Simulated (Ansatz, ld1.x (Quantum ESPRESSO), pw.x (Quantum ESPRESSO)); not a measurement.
# lanthanum (La): does the TM potential hold in the solid?

lanthanum (La), norm-conserving Troullier–Martins (Kleinman–Bylander form), made with ld1.x (Quantum ESPRESSO) 7.5 (PBEsol, scalar-relativistic). Core [Xe], reference 4f0 5d1 6s2 6p0. Waves: 6s (bound): rc 3.90 bohr; 5d (bound): rc 2.25 bohr; 4f (bound, empty): rc 1.05 bohr; 6p (bound, empty): rc 4.00 bohr. Local part: the p channel. Core correction: a·sin(br)/r model core, default radius (core density twice the valence density).

Atomic tests: cutoffs needed: 10 Ry and 12 Ry (the cutoffs (Ry, on a coarse ladder) from which the occupation-weighted sum of valence levels, in a spherical-Bessel basis at the reference potential, stays within 10 and 1 mRy of its value at 400 Ry) The cutoffs count occupied waves only; the empty 4f level needs 230 Ry at the loose tolerance.; ghost test: no extra level below or beside the all-electron valence levels (s, d, f, p tested) (spherical-Bessel basis up to 400 Ry, 20 bohr box); configuration tests: 1 of 7 tests not solved or not reliable.

Crystal test: fcc La in pw.x 7.5, no spin, 11³ k-points, Fermi–Dirac smearing 0.01 Ry, cutoffs 50/200 Ry. The reference is all-electron LAPW (Ansatz 0.2.0) with the same functional, mesh and smearing; V0 and B0 come from Birch–Murnaghan fits to the pressures at five volumes. Errors are pseudo minus all-electron; Δ is the rms difference of the E(V) curves that follow from these fits, minima aligned, over ±6 % about the mean V0. Mesh and smearing are coarse, so the numbers serve the comparison and aren't converged zero-temperature values; the lattice is a test structure that the element need not adopt.

All-electron: a0 = 5.147 Å (V0 = 34.08 Å³/atom), B0 = 27.2 GPa.

Task: How far does the potential miss the all-electron equation of state?

Result: mean pressure error (GPa): +13.88. The pressure does not cross zero within the volumes sampled, so no fit is given. The largest radius (4.00 bohr) exceeds half the bond length (3.42 bohr), so the spheres overlap, which is one possible source of error among others. This is a poor potential for the solid. Atomic configuration tests: 1 of 7 tests not solved or not reliable. The logarithmic derivative shows an extra or strongly shifted pseudo pole above the reference energy (s near 0.05 Ry).

```
V (Å³/atom)  P all-electron (GPa)  P pseudo (GPa)
     31.994                  1.86           18.43
     32.836                  1.06           16.14
     33.678                  0.33           14.08
     34.520                 -0.34           12.21
     35.362                 -0.96           10.51
```

Task: At the middle volume, how do free energy and pressure move when the wave cutoff is lowered (ecutrho kept at four times it)?

Result:

| cutoff (Ry) | shift of F (meV/atom) | shift of P (GPa) |
| --- | --- | --- |
| 22 | +5.8 | +0.04 |
| 30 | +2.8 | +0.05 |
| 40 | +1.6 | +0.03 |

The run at the middle volume (56 k-points, 6 iterations) took about 4.3 s on one core of a shared host (Neoverse-V2, 96 threads, 371 GiB, load 49).
